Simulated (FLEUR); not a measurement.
# CdS (Greenockite) (P6_3mc) in FLEUR: band structure with r2SCAN

Aim: the band structure of CdS (Greenockite) with r2SCAN.

All numbers are computed with FLEUR MaX-R8.1 (later development tree); they aren't measurements. Logs are shortened: lines on timing, memory, paths and dates and some standing lists are left out, and cuts for length are marked.

**Measured values to compare with.**

“Isotope dependence of band-gap energy”, 2008, arxiv:0807.2152 quotes, for a bulk crystal of CdS: band gap 2.5809 ± 0.0002 eV.

The results are compared with them further down.

### Step 1. The crystal as given

The structure is hexagonal, space group P6_3mc (No. 186). Conventional cell: a = 4.150 Å, b = 4.150 Å, c = 6.737 Å, α = 90.00°, β = 90.00°, γ = 120.00°. Cd (site symmetry 3m) is surrounded by 4 S at 2.53 to 2.54 Å. Around S (site symmetry 3m) lie 4 Cd at 2.53 to 2.54 Å.

### Step 2. Band structure, r2SCAN

The input, inp.xml:

```xml
<?xml version="1.0" encoding="UTF-8" standalone="no"?>
<fleurInput fleurInputVersion="0.39">
   <comment>
      CdS                                                                                                 
   </comment>
   <calculationSetup>
      <cutoffs Kmax="5.16" Gmax="16.0" GmaxXC="16.0" numbands="0"/>
      <scfLoop itmax="80" minDistance="0.0001" maxIterBroyd="30" imix="Anderson" alpha="0.05" precondParam="0.0" spinf="2.0" sdNocoIR="T"/>
      <coreElectrons ctail="F" frcor="F" kcrel="0" coretail_lmax="0"/>
      <xcFunctional name="LibXC" relativisticCorrections="F">
         <LibXCName exchange="mgga_x_r2scan" correlation="mgga_c_r2scan"/>
         <AuxGGA exchange="117" correlation="130"/>
      </xcFunctional>
      <magnetism jspins="1"/>
      <soc l_soc="F" theta="0.0" phi="0.0" spav="F"/>
      <expertModes spex="0" secvar="F"/>
      <geometryOptimization l_f="F" forcealpha="1.0" forcemix="BFGS" epsdisp="0.00001" epsforce="0.00001"/>
      <ldaU l_linMix="F" mixParam="0.05" spinf="1.0"/>
   </calculationSetup>
   <cell>
      <bzIntegration valenceElectrons="52.0" mode="hist" fermiSmearingEnergy="0.00183747">
         <kPointListSelection listName="default-1"/>
         <!-- k-points included here -->
         <xi:include xmlns:xi="http://www.w3.org/2001/XInclude" href="kpts.xml"> </xi:include>
      </bzIntegration>
[... 35 lines left out ...]
         <lo type="SCLO" l="0" n="3" eDeriv="2"/>
         <lo type="SCLO" l="1" n="3" eDeriv="2"/>
         <lo type="SCLO" l="2" n="3" eDeriv="2"/>
         <lo type="SCLO" l="3" n="4" eDeriv="2"/>
      </species>
   </atomSpecies>
   <atomGroups>
      <atomGroup species="Cadmium (Cd)">
         <relPos label="                   1">-1.000/3.000 1.000/3.000 1.000/2.000</relPos>
         <relPos label="                   2">1.000/3.000 -1.000/3.000 .0000000000</relPos>
         <force calculate="T" relaxXYZ="TTT"/>
      </atomGroup>
      <atomGroup species="Sulfur (S)">
         <relPos label="                   3">-1.000/3.000 1.000/3.000 -1.000/8.000</relPos>
         <relPos label="                   4">1.000/3.000 -1.000/3.000 3.000/8.000</relPos>
         <force calculate="T" relaxXYZ="TTT"/>
      </atomGroup>
   </atomGroups>
   <output dos="F" band="F" slice="F">
      <checks vchk="F" cdinf="F"/>
      <bandDOS minEnergy="-.5*Htr" maxEnergy="0.5*Htr" sigma="0.015" storeEVData="T"/>
      <vacuumDOS vacdos="F" integ="F" star="F" nstars="0" locx1="0.0" locy1="0.0" locx2="0.0" locy2="0.0" nstm="0" tworkf="0.0"/>
      <unfoldingBand unfoldBand="F" supercellX="1" supercellY="1" supercellZ="1"/>
      <plotting iplot="0" polar="F">
         <plot TwoD="T" vec1="  1.0  0.0  0.0" vec2="  0.0  1.0  0.0" vec3="  0.0  0.0  1.0" zero="  0.0  0.0  0.0" file="plot"/>
      </plotting>
      <chargeDensitySlicing numkpt="0" minEigenval="0.0" maxEigenval="0.0" nnne="0" pallst="F"/>
      <specialOutput eonly="F"/>
      <moessbauerParams electricFieldGradient="T" isomerShift="T" coreHyperfine="T" valenceHyperfine="T"/>
      <magneticCircularDichroism mcd="F" energyLo="-10.0" energyUp="0.0"/>
   </output>
  <!-- We include the file relax.xml here to enable relaxations (see documentation) -->
  <xi:include xmlns:xi="http://www.w3.org/2001/XInclude" href="relax.xml"> <xi:fallback/> </xi:include>
</fleurInput>
```

The input, crystal.txt:

```
CdS
&input cartesian=F /
4.1500000000  0.0000000000  0.0000000000
-2.0750000000  3.5940054257  0.0000000000
0.0000000000  0.0000000000  6.7370000000
1.8897261246
1.0 1.0 1.0

4
48 0.6666666666  0.3333333332  0.5000000000
48 0.3333333332  0.6666666666  0.0000000000
16 0.6666666666  0.3333333332  0.8750000000
16 0.3333333332  0.6666666666  0.3750000000

&kpt div1=7 div2=7 div3=4 gamma=T /
```

The input, inp.xml (bands):

```
<?xml version="1.0" encoding="UTF-8" standalone="no"?>
<fleurInput fleurInputVersion="0.39">
   <comment>
      CdS                                                                                                 
   </comment>
   <calculationSetup>
      <cutoffs Kmax="5.16" Gmax="16.0" GmaxXC="16.0" numbands="0"/>
      <scfLoop itmax="80" minDistance="0.0001" maxIterBroyd="30" imix="Anderson" alpha="0.05" precondParam="0.0" spinf="2.0" sdNocoIR="T"/>
      <coreElectrons ctail="F" frcor="F" kcrel="0" coretail_lmax="0"/>
      <xcFunctional name="LibXC" relativisticCorrections="F">
         <LibXCName exchange="mgga_x_r2scan" correlation="mgga_c_r2scan"/>
         <AuxGGA exchange="117" correlation="130"/>
      </xcFunctional>
      <magnetism jspins="1"/>
      <soc l_soc="F" theta="0.0" phi="0.0" spav="F"/>
      <expertModes spex="0" secvar="F"/>
      <geometryOptimization l_f="F" forcealpha="1.0" forcemix="BFGS" epsdisp="0.00001" epsforce="0.00001"/>
      <ldaU l_linMix="F" mixParam="0.05" spinf="1.0"/>
   </calculationSetup>
   <cell>
      <bzIntegration valenceElectrons="52.0" mode="hist" fermiSmearingEnergy="0.00183747">
         <kPointListSelection listName="path-1"/>
         <!-- k-points included here -->
         <xi:include xmlns:xi="http://www.w3.org/2001/XInclude" href="kpts.xml"> </xi:include>
      </bzIntegration>
      <!-- symmetry operations included here -->
[... 34 lines left out ...]
         <lo type="SCLO" l="0" n="3" eDeriv="2"/>
         <lo type="SCLO" l="1" n="3" eDeriv="2"/>
         <lo type="SCLO" l="2" n="3" eDeriv="2"/>
         <lo type="SCLO" l="3" n="4" eDeriv="2"/>
      </species>
   </atomSpecies>
   <atomGroups>
      <atomGroup species="Cadmium (Cd)">
         <relPos label="                   1">-1.000/3.000 1.000/3.000 1.000/2.000</relPos>
         <relPos label="                   2">1.000/3.000 -1.000/3.000 .0000000000</relPos>
         <force calculate="T" relaxXYZ="TTT"/>
      </atomGroup>
      <atomGroup species="Sulfur (S)">
         <relPos label="                   3">-1.000/3.000 1.000/3.000 -1.000/8.000</relPos>
         <relPos label="                   4">1.000/3.000 -1.000/3.000 3.000/8.000</relPos>
         <force calculate="T" relaxXYZ="TTT"/>
      </atomGroup>
   </atomGroups>
   <output dos="F" band="T" slice="F">
      <checks vchk="F" cdinf="F"/>
      <bandDOS minEnergy="-.5*Htr" maxEnergy="0.5*Htr" sigma="0.015" storeEVData="T"/>
      <vacuumDOS vacdos="F" integ="F" star="F" nstars="0" locx1="0.0" locy1="0.0" locx2="0.0" locy2="0.0" nstm="0" tworkf="0.0"/>
      <unfoldingBand unfoldBand="F" supercellX="1" supercellY="1" supercellZ="1"/>
      <plotting iplot="0" polar="F">
         <plot TwoD="T" vec1="  1.0  0.0  0.0" vec2="  0.0  1.0  0.0" vec3="  0.0  0.0  1.0" zero="  0.0  0.0  0.0" file="plot"/>
      </plotting>
      <chargeDensitySlicing numkpt="0" minEigenval="0.0" maxEigenval="0.0" nnne="0" pallst="F"/>
      <specialOutput eonly="F"/>
      <moessbauerParams electricFieldGradient="T" isomerShift="T" coreHyperfine="T" valenceHyperfine="T"/>
      <magneticCircularDichroism mcd="F" energyLo="-10.0" energyUp="0.0"/>
   </output>
  <!-- We include the file relax.xml here to enable relaxations (see documentation) -->
  <xi:include xmlns:xi="http://www.w3.org/2001/XInclude" href="relax.xml"> <xi:fallback/> </xi:include>
</fleurInput>
```

Potentials or basis: all-electron, FLAPW.

Launch:

```console
> inpgen -f crystal.txt -profile fastHighL
> # inp.xml edited to the form shown
> mpirun -n 4 fleur_MPI -pe_per_kpt 1
> mpirun -n 4 fleur_MPI -pe_per_kpt 1   # second run, on inp.xml (bands)
```

Standard output:

```text
Welcome to FLEUR        (www.flapw.de)
      MaX-Release 8.1          (www.max-centre.eu)

 func_ids         498         497         498         497
 func_ids         498         497         498         497
 func_ids         498         497         498         497
 MetaGGA potential functional detected - V_tau will be computed
 Auxiliary Potential for radial basis: exchange=         117  correlation=         130
 func_ids         498         497         498         497
 MetaGGA potential functional detected - V_tau will be computed
 Auxiliary Potential for radial basis: exchange=         117  correlation=         130
 MetaGGA potential functional detected - V_tau will be computed
 Auxiliary Potential for radial basis: exchange=         117  correlation=         130
The functional 'Re-regularized SCAN exchange by Furness et al' is an exchange functional, it belongs to the 'MGGA' family and is defined in the reference(s):
[1] J. W. Furness, A. D. Kaplan, J. Ning, J. P. Perdew, and J. Sun.,  J. Phys. Chem. Lett. 11, 8208-8215 (2020)
[2] J. W. Furness, A. D. Kaplan, J. Ning, J. P. Perdew, and J. Sun.,  J. Phys. Chem. Lett. 11, 9248-9248 (2020)
The functional 'Re-regularized SCAN correlation by Furness et al' is a correlation functional, it belongs to the 'MGGA' family and is defined in the reference(s):
[1] J. W. Furness, A. D. Kaplan, J. Ning, J. P. Perdew, and J. Sun.,  J. Phys. Chem. Lett. 11, 8208-8215 (2020)
[2] J. W. Furness, A. D. Kaplan, J. Ning, J. P. Perdew, and J. Sun.,  J. Phys. Chem. Lett. 11, 9248-9248 (2020)
[... 10 lines left out ...]
[1] J. W. Furness, A. D. Kaplan, J. Ning, J. P. Perdew, and J. Sun.,  J. Phys. Chem. Lett. 11, 8208-8215 (2020)
[2] J. W. Furness, A. D. Kaplan, J. Ning, J. P. Perdew, and J. Sun.,  J. Phys. Chem. Lett. 11, 9248-9248 (2020)
The functional 'Re-regularized SCAN correlation by Furness et al' is a correlation functional, it belongs to the 'MGGA' family and is defined in the reference(s):
[1] J. W. Furness, A. D. Kaplan, J. Ning, J. P. Perdew, and J. Sun.,  J. Phys. Chem. Lett. 11, 8208-8215 (2020)
[2] J. W. Furness, A. D. Kaplan, J. Ning, J. P. Perdew, and J. Sun.,  J. Phys. Chem. Lett. 11, 9248-9248 (2020)
 Using same functional for VXC and EXC
 Using same functional for VXC and EXC
The functional 'Re-regularized SCAN exchange by Furness et al' is an exchange functional, it belongs to the 'MGGA' family and is defined in the reference(s):
[1] J. W. Furness, A. D. Kaplan, J. Ning, J. P. Perdew, and J. Sun.,  J. Phys. Chem. Lett. 11, 8208-8215 (2020)
[2] J. W. Furness, A. D. Kaplan, J. Ning, J. P. Perdew, and J. Sun.,  J. Phys. Chem. Lett. 11, 9248-9248 (2020)
The functional 'Re-regularized SCAN correlation by Furness et al' is a correlation functional, it belongs to the 'MGGA' family and is defined in the reference(s):
[1] J. W. Furness, A. D. Kaplan, J. Ning, J. P. Perdew, and J. Sun.,  J. Phys. Chem. Lett. 11, 8208-8215 (2020)
[2] J. W. Furness, A. D. Kaplan, J. Ning, J. P. Perdew, and J. Sun.,  J. Phys. Chem. Lett. 11, 9248-9248 (2020)
 Using same functional for VXC and EXC

 ========== k-point set info ==========
 Selected k-point list: default-1
 k-point list type: mesh
 7 x 7 x 4
 Number of k points: 24

 Using exactly            1  PE per kpt
 Using exactly            1  PE per kpt
 ------------Calculation Setup---------------------------
 Number of MPI-tasks      :            4
 Number of PE/node        :            4
 Number of OMP-threads    :            1
 Using exactly            1  PE per kpt
 k-points in parallel     :            4
 pe's per k-point         :            1
 No of k-point loops      :            6
 Eigenvalue solver        :       lapack
 Number of basis functions:         1733
 Approximate size of matrices (H+S) per k-point:         0.090 GB
 Using exactly            1  PE per kpt
 --------------------------------------------------------
The functional 'Hammer, Hansen, and Norskov' is an exchange functional, it belongs to the 'GGA' family and is defined in the reference(s):
[1] B. Hammer, L. B. Hansen, and J. K. Nørskov.,  Phys. Rev. B 59, 7413 (1999)
The functional 'Perdew, Burke & Ernzerhof' is a correlation functional, it belongs to the 'GGA' family and is defined in the reference(s):
[1] J. P. Perdew, K. Burke, and M. Ernzerhof.,  Phys. Rev. Lett. 77, 3865 (1996)
[2] J. P. Perdew, K. Burke, and M. Ernzerhof.,  Phys. Rev. Lett. 78, 1396 (1997)
 Using same functional for VXC and EXC
The functional 'Hammer, Hansen, and Norskov' is an exchange functional, it belongs to the 'GGA' family and is defined in the reference(s):
[1] B. Hammer, L. B. Hansen, and J. K. Nørskov.,  Phys. Rev. B 59, 7413 (1999)
The functional 'Perdew, Burke & Ernzerhof' is a correlation functional, it belongs to the 'GGA' family and is defined in the reference(s):
[1] J. P. Perdew, K. Burke, and M. Ernzerhof.,  Phys. Rev. Lett. 77, 3865 (1996)
[2] J. P. Perdew, K. Burke, and M. Ernzerhof.,  Phys. Rev. Lett. 78, 1396 (1997)
 Using same functional for VXC and EXC
 Using auxiliary GGA potential for the first iteration of MetaGGA calculation.
The functional 'Hammer, Hansen, and Norskov' is an exchange functional, it belongs to the 'GGA' family and is defined in the reference(s):
[1] B. Hammer, L. B. Hansen, and J. K. Nørskov.,  Phys. Rev. B 59, 7413 (1999)
The functional 'Perdew, Burke & Ernzerhof' is a correlation functional, it belongs to the 'GGA' family and is defined in the reference(s):
[1] J. P. Perdew, K. Burke, and M. Ernzerhof.,  Phys. Rev. Lett. 77, 3865 (1996)
[2] J. P. Perdew, K. Burke, and M. Ernzerhof.,  Phys. Rev. Lett. 78, 1396 (1997)
 Using same functional for VXC and EXC
 Using auxiliary GGA potential for the first iteration of MetaGGA calculation.
 Using auxiliary GGA potential for the first iteration of MetaGGA calculation.
The functional 'Hammer, Hansen, and Norskov' is an exchange functional, it belongs to the 'GGA' family and is defined in the reference(s):
[1] B. Hammer, L. B. Hansen, and J. K. Nørskov.,  Phys. Rev. B 59, 7413 (1999)
The functional 'Perdew, Burke & Ernzerhof' is a correlation functional, it belongs to the 'GGA' family and is defined in the reference(s):
[1] J. P. Perdew, K. Burke, and M. Ernzerhof.,  Phys. Rev. Lett. 77, 3865 (1996)
[2] J. P. Perdew, K. Burke, and M. Ernzerhof.,  Phys. Rev. Lett. 78, 1396 (1997)
 Using same functional for VXC and EXC
 Using auxiliary GGA potential for the first iteration of MetaGGA calculation.
 Reset of history
 Reset of history
 Iteration:     1   Distance:      20.17113296 me/bohr^3
The functional 'Hammer, Hansen, and Norskov' is an exchange functional, it belongs to the 'GGA' family and is defined in the reference(s):
The functional 'Hammer, Hansen, and Norskov' is an exchange functional, it belongs to the 'GGA' family and is defined in the reference(s):
[1] B. Hammer, L. B. Hansen, and J. K. Nørskov.,  Phys. Rev. B 59, 7413 (1999)
The functional 'Perdew, Burke & Ernzerhof' is a correlation functional, it belongs to the 'GGA' family and is defined in the reference(s):
[1] J. P. Perdew, K. Burke, and M. Ernzerhof.,  Phys. Rev. Lett. 77, 3865 (1996)
[2] J. P. Perdew, K. Burke, and M. Ernzerhof.,  Phys. Rev. Lett. 78, 1396 (1997)
 Using same functional for VXC and EXC
The functional 'Hammer, Hansen, and Norskov' is an exchange functional, it belongs to the 'GGA' family and is defined in the reference(s):
[1] B. Hammer, L. B. Hansen, and J. K. Nørskov.,  Phys. Rev. B 59, 7413 (1999)
The functional 'Perdew, Burke & Ernzerhof' is a correlation functional, it belongs to the 'GGA' family and is defined in the reference(s):
[1] J. P. Perdew, K. Burke, and M. Ernzerhof.,  Phys. Rev. Lett. 77, 3865 (1996)
[2] J. P. Perdew, K. Burke, and M. Ernzerhof.,  Phys. Rev. Lett. 78, 1396 (1997)
 Using same functional for VXC and EXC
The functional 'Hammer, Hansen, and Norskov' is an exchange functional, it belongs to the 'GGA' family and is defined in the reference(s):
[1] B. Hammer, L. B. Hansen, and J. K. Nørskov.,  Phys. Rev. B 59, 7413 (1999)
The functional 'Perdew, Burke & Ernzerhof' is a correlation functional, it belongs to the 'GGA' family and is defined in the reference(s):
[... 395 lines left out ...]
[1] J. P. Perdew, K. Burke, and M. Ernzerhof.,  Phys. Rev. Lett. 77, 3865 (1996)
[2] J. P. Perdew, K. Burke, and M. Ernzerhof.,  Phys. Rev. Lett. 78, 1396 (1997)
 Using same functional for VXC and EXC
The functional 'Perdew, Burke & Ernzerhof' is a correlation functional, it belongs to the 'GGA' family and is defined in the reference(s):
[1] J. P. Perdew, K. Burke, and M. Ernzerhof.,  Phys. Rev. Lett. 77, 3865 (1996)
[2] J. P. Perdew, K. Burke, and M. Ernzerhof.,  Phys. Rev. Lett. 78, 1396 (1997)
 Using same functional for VXC and EXC
The functional 'Hammer, Hansen, and Norskov' is an exchange functional, it belongs to the 'GGA' family and is defined in the reference(s):
[1] B. Hammer, L. B. Hansen, and J. K. Nørskov.,  Phys. Rev. B 59, 7413 (1999)
The functional 'Perdew, Burke & Ernzerhof' is a correlation functional, it belongs to the 'GGA' family and is defined in the reference(s):
[1] J. P. Perdew, K. Burke, and M. Ernzerhof.,  Phys. Rev. Lett. 77, 3865 (1996)
[2] J. P. Perdew, K. Burke, and M. Ernzerhof.,  Phys. Rev. Lett. 78, 1396 (1997)
 Using same functional for VXC and EXC
 Iteration:    18   Distance:       0.00002873 me/bohr^3

 ********************************************************************
 Run finished successfully
 Stop message:
   all done
 ********************************************************************
```

Run time: 11 min. Hardware: 4 MPI ranks of Arm Neoverse V2, shared host.

Results:

```
Free energy                                           : -326292.9023 eV
Band gap on the k mesh                                : 1.66 eV, direct
Band gap along the path                               : 1.66 eV, direct
Valence electrons inside the program's atomic spheres : Cd 18.50; S 3.56 (radii Cd 2.53, S 1.9 bohr)
```

Levels at the corners of the path, in eV from the valence-band top:
| point | band 22 | band 23 | band 24 | band 25 | band 26 | band 27 | band 28 | band 29 | band 30 | band 31 |
| --- | --- | --- | --- | --- | --- | --- | --- | --- | --- | --- |
| Γ | -0.76 | -0.76 | -0.05 | 0.00 | 0.00 | 1.66 | 3.26 | 7.01 | 7.01 | 7.34 |
| M | -3.46 | -2.65 | -1.87 | -1.30 | -0.73 | 4.18 | 4.25 | 5.41 | 6.86 | 7.50 |
| K | -3.62 | -3.10 | -1.86 | -1.86 | -1.61 | 4.89 | 5.59 | 5.59 | 7.41 | 7.91 |
| Γ | -0.76 | -0.76 | -0.05 | 0.00 | 0.00 | 1.66 | 3.26 | 7.01 | 7.01 | 7.34 |
| A | -2.44 | -0.39 | -0.39 | -0.39 | -0.39 | 3.30 | 3.30 | 6.62 | 6.62 | 7.35 |
| L | -4.10 | -1.33 | -1.33 | -1.33 | -1.33 | 3.88 | 3.88 | 5.83 | 5.83 | 8.32 |
| H | -3.97 | -2.42 | -2.42 | -1.12 | -1.12 | 4.90 | 4.90 | 6.36 | 6.36 | 6.97 |
| A | -2.44 | -0.39 | -0.39 | -0.39 | -0.39 | 3.30 | 3.30 | 6.62 | 6.62 | 7.35 |
| L | -4.10 | -1.33 | -1.33 | -1.33 | -1.33 | 3.88 | 3.88 | 5.83 | 5.83 | 8.32 |
| M | -3.46 | -2.65 | -1.87 | -1.30 | -0.73 | 4.18 | 4.25 | 5.41 | 6.86 | 7.50 |
| K | -3.62 | -3.10 | -1.86 | -1.86 | -1.61 | 4.89 | 5.59 | 5.59 | 7.41 | 7.91 |
| H | -3.97 | -2.42 | -2.42 | -1.12 | -1.12 | 4.90 | 4.90 | 6.36 | 6.36 | 6.97 |

Core levels (eV from the Fermi level):
```
atom                                                                                                                             levels
1 Cd  1s1/2 -26506.5, 2s1/2 -3929.9, 2p1/2 -3657.6, 2p3/2 -3465.2, 3s1/2 -728.5, 3p1/2 -619.4, 3p3/2 -585.1, 3d3/2 -392.4, 3d5/2 -385.4
2 Cd  1s1/2 -26506.5, 2s1/2 -3929.9, 2p1/2 -3657.6, 2p3/2 -3465.2, 3s1/2 -728.5, 3p1/2 -619.4, 3p3/2 -585.1, 3d3/2 -392.4, 3d5/2 -385.4
 3 S                                                                            1s1/2 -2398.6, 2s1/2 -204.3, 2p1/2 -149.7, 2p3/2 -148.4
 4 S                                                                            1s1/2 -2398.6, 2s1/2 -204.3, 2p1/2 -149.7, 2p3/2 -148.4
```

Caveat: the meta-GGA is that of a development version, with a GGA for the radial functions and cores and without core tails.

### Step 3. Comparison with measurements

Step 2. Measured gap of CdS: 2.5809 eV (quoted in “Isotope dependence of band-gap energy”, 2008, arxiv:0807.2152). This calculation gives 1.66 eV (-0.92 eV). Spin-orbit coupling on Cd is left out. The value is that of r2SCAN, without temperature or zero-point motion.
